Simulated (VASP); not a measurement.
# LiH (Pm-3m) in VASP: further runs

The runs below take LiH through single point, with LDA.

Everything below comes from runs of VASP 6.6.1. Logs are shortened: lines on timing, memory, paths and dates and some standing lists are left out, and cuts for length are marked.

## 1. Starting point

The structure is cubic, space group Pm-3m (No. 221). The conventional cell has a = 2.412 Å, b = 2.412 Å, c = 2.412 Å, α = 90.00°, β = 90.00°, γ = 90.00°. Li (site symmetry m-3m) has 8 H at 2.09 Å as nearest neighbours. Around H (site symmetry m-3m) lie 8 Li at 2.09 Å.

The cell comes from a database or a generator and needn't be the stable form of this composition.

## 2. Single point, LDA

File INCAR:

```
PREC     = Accurate       # precision mode
ENCUT    = 520            # plane-wave cutoff, eV
EDIFF    = 1E-6           # SCF threshold, eV
ISMEAR   = 0              # smearing method
SIGMA    = 0.02           # smearing width, eV
LREAL    = F              # projectors in reciprocal space
LASPH    = T              # aspherical terms in the spheres
NELM     = 60             # most SCF steps
ALGO     = Fast           # electronic algorithm
ISIF     = 2              # what is computed and relaxed
LWAVE    = F              # write WAVECAR
LCHARG   = F              # write CHGCAR
NBANDS   = 9              # bands
```

File KPOINTS:

```
regular mesh
0
Gamma
  14 14 14
```

File POSCAR:

```
LiH
1.0
    2.4123000000      0.0000000000      0.0000000000
    0.0000000000      2.4123000000      0.0000000000
    0.0000000000      0.0000000000      2.4123000000
Li H
1 1
Direct
    0.0000000000      0.0000000000      0.0000000000
    0.5000000000      0.5000000000      0.5000000000
```

Potentials or basis: VASP PAW LDA potentials, release 64 (Li_sv, H).

Started as:

```
cat potpaw_LDA.64/Li_sv/POTCAR potpaw_LDA.64/H/POTCAR > POTCAR
mpirun -np 1 vasp_std > vasp.out
```

OUTCAR:

```text
PREC = Accurate
   ENCUT = 520
   EDIFF = 1E-6
   ISMEAR = 0
   LREAL = F
   LASPH = T
   NELM = 60
   ISIF = 2

 ion  position               nearest neighbor table
   1  0.000  0.000  0.000-
   2  0.500  0.500  0.500-

  LATTYP: Found a simple cubic cell.
 ALAT       =     2.4123000000

  Lattice vectors:

 A1 = (   2.4123000000,   0.0000000000,   0.0000000000)
 A2 = (   0.0000000000,   2.4123000000,   0.0000000000)
 A3 = (   0.0000000000,   0.0000000000,   2.4123000000)

Analysis of symmetry for initial positions (statically):
=====================================================================
 Subroutine PRICEL returns:
 Original cell was already a primitive cell.

 Routine SETGRP: Setting up the symmetry group for a
 simple cubic supercell.

 Subroutine GETGRP returns: Found 48 space group operations
 (whereof 48 operations were pure point group operations)
 out of a pool of 48 trial point group operations.

The static configuration has the point symmetry O_h .

Analysis of symmetry for dynamics (positions and initial velocities):
=====================================================================
 Subroutine PRICEL returns:
 Original cell was already a primitive cell.

 Routine SETGRP: Setting up the symmetry group for a
 simple cubic supercell.

 Subroutine GETGRP returns: Found 48 space group operations
 (whereof 48 operations were pure point group operations)
 out of a pool of 48 trial point group operations.

The dynamic configuration has the point symmetry O_h .

 Subroutine INISYM returns: Found 48 space group operations
 (whereof 48 operations are pure point group operations),
 and found     1 'primitive' translations

----------------------------------------------------------------------------------------

                                     Primitive cell

  volume of cell :      14.0376

  direct lattice vectors                    reciprocal lattice vectors
     2.412300000  0.000000000  0.000000000     0.414542138  0.000000000  0.000000000
     0.000000000  2.412300000  0.000000000     0.000000000  0.414542138  0.000000000
     0.000000000  0.000000000  2.412300000     0.000000000  0.000000000  0.414542138

  length of vectors
[... 80 lines left out ...]
   ENCUT  =  520.0 eV  38.22 Ry    6.18 a.u.   4.49  4.49  4.49*2*pi/ulx,y,z
   NELM   =     60;   NELMIN=  2; NELMDL= -5     # of ELM steps
   EDIFF  = 0.1E-05   stopping-criterion for ELM
   LREAL  =      F    real-space projection
   EDIFFG = 0.1E-04   stopping-criterion for IOM
   NSW    =      0    number of steps for IOM
   IBRION =     -1    ionic relax: 0-MD 1-quasi-New 2-CG
   NFREE  =      0    steps in history (QN), initial steepest desc. (CG)
   ISIF   =      2    stress and relaxation
   ISYM   =      2    0-nonsym 1-usesym 2-fastsym
   POTIM  = 0.5000    time-step for ionic-motion
   TEBEG  =    0.0;   TEEND  =   0.0 temperature during run
   PSTRESS=    0.0 pullay stress
   NELECT =       4.0000    total number of electrons
   NUPDOWN=      -1.0000    fix difference up-down
   EMIN   =  10.00;   EMAX   =-10.00  energy-range for DOS
   EFERMI =   0.00;   METHOD = LEGACY
   ISMEAR =     0;   SIGMA  =   0.02  broadening in eV -4-tet -1-fermi 0-gaus
   EFERMI_NEDOS =   21; number of points for ismear=-14 and -15
   IALGO  =     68    algorithm
   IMIX   =      4    mixing-type and parameters
     AMIX     =   0.40;   BMIX     =  1.00
     AMIX_MAG =   1.60;   BMIX_MAG =  1.00
  volume/ion in A,a.u.               =       7.02        47.37
  Fermi-wavevector in a.u.,A,eV,Ry     =   1.077284  2.035771 15.790114  1.160541
  Thomas-Fermi vector in A             =   2.213191
   LORBIT       =      0    0 simple, 1 ext, 2 COOP (PROOUT), +10 PAW based schemes
   GGA     = CA    functional components
   LHFCALC =     F    Hartree Fock is set to
   AEXX    =    0.0000 exact exchange contribution
   IVDW    =     0    specifies the selected vdW correction
   LEPSILON=     F    determine dielectric tensor
   LRPA    =     F    only Hartree local field effects (RPA)
 non-spin polarized calculation
 RMM-DIIS sequential band-by-band and
 Gauss-broadening in eV      SIGMA  =   0.02
  energy-cutoff  :      520.00
  volume of cell :       14.04
 maximum number of plane-waves:       389
 NGX is ok and might be reduce to    18
   NGX =  9   NGY =  9   NGZ =  9

 number of electron       3.9999989 magnetization

 Free energy of the ion-electron system (eV)
  ---------------------------------------------------
  ext. energy  EPLUGINS =         0.00000000
  ---------------------------------------------------
  free energy    TOTEN  =        -6.03035288 eV

  energy without entropy =       -6.03035288  energy(sigma->0) =       -6.03035288

 E-fermi :   4.7483     XC(G=0):  -9.3043

 val. band max:        4.6362755101   @ k =   0.5000   0.5000   0.5000
 cond. band min:       4.9777589648   @ k =   0.5000   0.0000   0.0000
 fundamental gap:      0.3414834546
 Fermi energy:         4.7482635496

 k-point     1 :       0.0000    0.0000    0.0000
  band No.  band energies     occupation
      1     -43.0060      2.00000
      2      -5.1589      2.00000
      3      16.6750      0.00000
      4      16.6750      0.00000
      5      16.6750      0.00000
      6      18.3523      0.00000
      7      20.0445      0.00000
      8      20.0445      0.00000
      9      38.1771      0.00000
[... 265 lines left out ...]
 k-point    24 :       0.3571    0.2143    0.0000
  band No.  band energies     occupation
      1     -42.9055      2.00000
      2      -2.5694      2.00000
      3       6.6779      0.00000
      4      11.9515      0.00000
      5      17.2477      0.00000
      6      20.6751      0.00000
      7      24.5745      0.00000
      8      28.8107      0.00000
      9      30.9406      0.00000

 [... further k-points ...]
[... 5 lines left out ...]
  --------------------------------------------------------------------------------------
  -------------------------------------------------------------------------------------
  Total        0.1434755      0.1434755      0.1434755      0.0000000      0.0000000     -0.0000000
  in kB       16.3754962     16.3754962     16.3754962      0.0000000      0.0000000     -0.0000000
  external PRESSURE =      16.3754962 kB  Pullay stress =       0.0000000 kB

 VOLUME and BASIS-vectors are now :
 -----------------------------------------------------------------------------
  energy-cutoff  :      520.00
  volume of cell :       14.04
      direct lattice vectors                 reciprocal lattice vectors
     2.412300000  0.000000000  0.000000000     0.414542138  0.000000000  0.000000000
     0.000000000  2.412300000  0.000000000     0.000000000  0.414542138  0.000000000
     0.000000000  0.000000000  2.412300000     0.000000000  0.000000000  0.414542138

 POSITION                                       TOTAL-FORCE (eV/Angst)
 -----------------------------------------------------------------------------------
      0.00000      0.00000      0.00000         0.000000      0.000000      0.000000
      1.20615      1.20615      1.20615         0.000000      0.000000      0.000000
 -----------------------------------------------------------------------------------
    total drift:                               -0.000000     -0.000000     -0.000000

  FREE ENERGIE OF THE ION-ELECTRON SYSTEM (eV)
  ---------------------------------------------------
  free  energy   TOTEN  =        -6.0303528823 eV

  energy  without entropy=       -6.0303528823  energy(sigma->0) =       -6.03035288
```

stdout:

```text
POSCAR found type information on POSCAR LiH
 POSCAR found :  2 types and       2 ions
 scaLAPACK will be used
 LDA part: xc-table for (Slater(with rela. corr.)+CA(PZ))
 , standard interpolation
 POSCAR, INCAR and KPOINTS ok, starting setup
 FFT: planning ... GRIDC
 FFT: planning ... GRID_SOFT
 FFT: planning ... GRID
 WAVECAR not read
 entering main loop
```

Wall time 5.3 s (1 thread of Intel Xeon 6975P-C (Granite Rapids), shared host); peak memory 0.11 GiB.

Results:

- Free energy: -6.0304 eV
- Band gap on the k mesh: 0.34 eV, indirect (least direct gap 3.90 eV)

Caveat: the cutoff is under 1.25 times the usual one of these potentials, so pressure, stress and relaxed cells hold a basis-set (Pulay) error. A k mesh can miss the band edges.

## 3. Single point, LDA

This run uses another cell than the first one, of 8.09 Å³/atom, 1.152 times its volume.

File INCAR:

```
SYSTEM = LiH
ALGO = Normal
EDIFF = 1E-6
ENCUT = 520
GGA = CA
ISIF = 2
ISMEAR = 0
LASPH = .TRUE.
LCHARG = .TRUE.
LELF = .TRUE.
LREAL = .FALSE.
LVHAR = .TRUE.
LWAVE = .FALSE.
NBANDS = 9
NELM = 100
PREC = Accurate
SIGMA = 0.05
```

File KPOINTS:

```
k-points
0
G
  6 6 6
  0 0 0
```

File POSCAR:

```
LiH
1.0
    2.5290157788      0.0000000000      0.0000000000
    0.0000000000      2.5290157788      0.0000000000
    0.0000000000      0.0000000000      2.5290157788
Li H
1 1
Direct
    0.0000000000      0.0000000000      0.0000000000
    0.5000000000      0.5000000000      0.5000000000
```

Potentials or basis: VASP PAW LDA potentials, release 64 (Li_sv, H).

Started as:

```
cat potpaw_LDA.64/Li_sv/POTCAR potpaw_LDA.64/H/POTCAR > POTCAR
mpirun -np 1 vasp_std > vasp.out
```

Run time: 1.5 s. Hardware: 1 thread of Intel Xeon 6975P-C (Granite Rapids), shared host; peak memory 0.11 GiB.

It converged, with:

| Quantity | Value |
| --- | --- |
| Free energy | -6.0061 eV |
| Band gap on the k mesh | 0.38 eV, indirect (least direct gap 3.81 eV) |

Levels at points of the mesh, in eV from the valence-band top:
| k point | band 1 | band 2 | band 3 | band 4 | band 5 | band 6 |
| --- | --- | --- | --- | --- | --- | --- |
| (0.00, 0.00, 0.00) | -47.32 | -8.84 | 11.28 | 11.28 | 11.28 | 12.11 |
| (0.50, 0.00, 0.00) | -47.27 | -6.63 | 0.38 | 10.94 | 15.37 | 15.37 |
| (0.50, 0.50, 0.00) | -47.22 | -2.68 | 1.13 | 1.13 | 8.50 | 18.46 |
| (0.50, 0.50, 0.50) | -47.18 | 0.00 | 5.82 | 5.82 | 5.82 | 8.33 |

Caveat: the cutoff is under 1.25 times the usual one of these potentials, so pressure, stress and relaxed cells hold a basis-set (Pulay) error.

## 4. Single point, LDA

This run uses another cell than the first one, of 8.37 Å³/atom, 1.193 times its volume.

File INCAR:

```
SYSTEM = LiH
PREC = Accurate
ENCUT = 520
EDIFF = 1E-7
ISMEAR = 0
SIGMA = 0.05
LREAL = .FALSE.
LASPH = .TRUE.
NELM = 60
ALGO = Fast
ISIF = 2
LWAVE = .FALSE.
LCHARG = .FALSE.
NBANDS = 9
```

File KPOINTS:

```
regular mesh
0
G
  6 6 6
  0 0 0
```

File POSCAR:

```
LiH
1.0
    2.5582390428      0.0000000000      0.0000000000
    0.0000000000      2.5582390428      0.0000000000
    0.0000000000      0.0000000000      2.5582390428
Li H
1 1
Direct
    0.0000000000      0.0000000000      0.0000000000
    0.5000000000      0.5000000000      0.5000000000
```

Started as:

```
cat potpaw_LDA.64/Li_sv/POTCAR potpaw_LDA.64/H/POTCAR > POTCAR
mpirun -np 1 vasp_std > vasp.out
```

Wall time 1.9 s (1 thread of Intel Xeon 6975P-C (Granite Rapids), shared host); peak memory 0.11 GiB.

It converged, with:

```
Free energy            : -5.9935 eV
Band gap on the k mesh : 0.39 eV, indirect (least direct gap 3.80 eV)
```

Levels at points of the mesh, in eV from the valence-band top:
```tsv
k point	band 1	band 2	band 3	band 4	band 5
(0.00, 0.00, 0.00)	-47.25	-8.61	11.10	11.10	11.10
(0.50, 0.00, 0.00)	-47.21	-6.42	0.39	10.70	15.09
(0.50, 0.50, 0.00)	-47.16	-2.59	1.21	1.21	8.29
(0.50, 0.50, 0.50)	-47.12	0.00	5.77	5.77	5.77
```

Caveat: the cutoff is under 1.25 times the usual one of these potentials, so pressure, stress and relaxed cells hold a basis-set (Pulay) error.

## 5. Single point, LDA

This run uses another cell than the first one, of 7.40 Å³/atom, 1.055 times its volume.

File INCAR:

```
SYSTEM = LiH
PREC = Accurate ; ENCUT = 520
EDIFF = 1E-6 ; ISMEAR = 0
SIGMA = 0.05 ; LREAL = .FALSE.
LASPH = .TRUE. ; NELM = 60
ALGO = Normal ; ISIF = 2
LWAVE = .FALSE. ; LCHARG = .TRUE.
GGA = CA ; LELF = .TRUE.
LVHAR = .TRUE. ; NBANDS = 9
```

File KPOINTS:

```
Automatic mesh
0
G
  8 8 8
  0 0 0
```

File POSCAR:

```
LiH
1.0
    2.4556202425      0.0000000000      0.0000000000
    0.0000000000      2.4556202425      0.0000000000
    0.0000000000      0.0000000000      2.4556202425
Li H
1 1
Direct
    0.0000000000      0.0000000000      0.0000000000
    0.5000000000      0.5000000000      0.5000000000
```

Potentials or basis: VASP PAW LDA potentials, release 64 (Li_sv, H).

Started as:

```
cat potpaw_LDA.64/Li_sv/POTCAR potpaw_LDA.64/H/POTCAR > POTCAR
mpirun -np 1 vasp_std > vasp.out
```

OUTCAR:

```text
SYSTEM = LiH
   PREC = Accurate
   ENCUT = 520
   EDIFF = 1E-6
   ISMEAR = 0
   LREAL = .FALSE.
   LASPH = .TRUE.
   NELM = 60
   ISIF = 2
   GGA = CA

 ion  position               nearest neighbor table
   1  0.000  0.000  0.000-
   2  0.500  0.500  0.500-

  LATTYP: Found a simple cubic cell.
 ALAT       =     2.4556202425

  Lattice vectors:

 A1 = (   2.4556202425,   0.0000000000,   0.0000000000)
 A2 = (   0.0000000000,   2.4556202425,   0.0000000000)
 A3 = (   0.0000000000,   0.0000000000,   2.4556202425)

Analysis of symmetry for initial positions (statically):
[... 462 lines left out ...]
      4       7.3727      0.00000
      5      13.1992      0.00000
      6      20.3012      0.00000
      7      22.7788      0.00000
      8      26.1565      0.00000
      9      26.5951      0.00000

 [... further k-points ...]
[... 5 lines left out ...]
  --------------------------------------------------------------------------------------
  -------------------------------------------------------------------------------------
  Total       -0.0481627     -0.0481627     -0.0481627     -0.0000000      0.0000000     -0.0000000
  in kB       -5.2111978     -5.2111978     -5.2111978     -0.0000000      0.0000000     -0.0000000
  external PRESSURE =      -5.2111978 kB  Pullay stress =       0.0000000 kB

 VOLUME and BASIS-vectors are now :
 -----------------------------------------------------------------------------
  energy-cutoff  :      520.00
  volume of cell :       14.81
      direct lattice vectors                 reciprocal lattice vectors
     2.455620243  0.000000000  0.000000000     0.407229091  0.000000000  0.000000000
     0.000000000  2.455620243  0.000000000     0.000000000  0.407229091  0.000000000
     0.000000000  0.000000000  2.455620243     0.000000000  0.000000000  0.407229091

 POSITION                                       TOTAL-FORCE (eV/Angst)
 -----------------------------------------------------------------------------------
      0.00000      0.00000      0.00000         0.000000      0.000000      0.000000
      1.22781      1.22781      1.22781         0.000000      0.000000      0.000000
 -----------------------------------------------------------------------------------
    total drift:                                0.000000     -0.000000     -0.000000

  FREE ENERGIE OF THE ION-ELECTRON SYSTEM (eV)
  ---------------------------------------------------
  free  energy   TOTEN  =        -6.0316866207 eV

  energy  without entropy=       -6.0316866201  energy(sigma->0) =       -6.03168662
```

OSZICAR:

```text
N       E                     dE             d eps       ncg     rms          rms(c)
DAV:   1    -0.210660121888E+01   -0.21066E+01   -0.15163E+03   654   0.400E+02
DAV:   2    -0.626288752073E+01   -0.41563E+01   -0.41207E+01   890   0.531E+01
DAV:   3    -0.630715836633E+01   -0.44271E-01   -0.44243E-01   701   0.472E+00
DAV:   4    -0.630731632150E+01   -0.15796E-03   -0.15773E-03   862   0.293E-01
DAV:   5    -0.630731693407E+01   -0.61256E-06   -0.61254E-06   723   0.141E-02    0.279E+00
DAV:   6    -0.610241303616E+01    0.20490E+00   -0.18212E-01   742   0.122E+00    0.136E+00
DAV:   7    -0.603122719159E+01    0.71186E-01   -0.21498E-01   749   0.144E+00    0.205E-01
DAV:   8    -0.603175570711E+01   -0.52852E-03   -0.42328E-03   735   0.480E-01    0.460E-02
DAV:   9    -0.603168625979E+01    0.69447E-04   -0.22042E-04   812   0.491E-02    0.661E-03
DAV:  10    -0.603168662072E+01   -0.36093E-06   -0.50750E-06   679   0.177E-02
   1 F= -.60316866E+01 E0= -.60316866E+01  d E =-.655434E-09
```

stdout:

```text
POSCAR found type information on POSCAR LiH
 POSCAR found :  2 types and       2 ions
 scaLAPACK will be used
 LDA part: xc-table for (Slater(with rela. corr.)+CA(PZ))
 , standard interpolation
 POSCAR, INCAR and KPOINTS ok, starting setup
 FFT: planning ... GRIDC
 FFT: planning ... GRID_SOFT
 FFT: planning ... GRID
 WAVECAR not read
 entering main loop
```

Wall time 1.8 s (1 thread of Intel Xeon 6975P-C (Granite Rapids), shared host); peak memory 0.1 GiB.

Results:

* Free energy: -6.0317 eV
* Band gap on the k mesh: 0.35 eV, indirect (least direct gap 3.87 eV)

Caveat: the cutoff is under 1.25 times the usual one of these potentials, so pressure, stress and relaxed cells hold a basis-set (Pulay) error.

## 6. The runs side by side

| cell | k mesh | smearing | gap on the mesh (eV) |
| --- | --- | --- | --- |
| Pm-3m, 7.02 Å³/atom | 14 × 14 × 14 | gaussian 0.02 eV | 0.34 |
| Pm-3m, 8.09 Å³/atom | 6 × 6 × 6 | gaussian 0.05 eV | 0.38 |
| Pm-3m, 8.37 Å³/atom | 6 × 6 × 6 | gaussian 0.05 eV | 0.39 |
| Pm-3m, 7.4 Å³/atom | 8 × 8 × 8 | gaussian 0.05 eV | 0.35 |

Alike in all rows: task single point; level LDA; potentials or basis VASP PAW LDA potentials, release 64 (Li_sv, H); no spin polarisation; cutoff (eV) 520.

On the cell as given the gap runs from 0.34 eV (LDA) to 0.39 eV (LDA); the meshes differ, which moves gaps too.

Caveats: the cutoff is under 1.25 times the usual one of these potentials, so pressure, stress and relaxed cells hold a basis-set (Pulay) error.

Absolute energies hang on the potentials; compare differences alone.
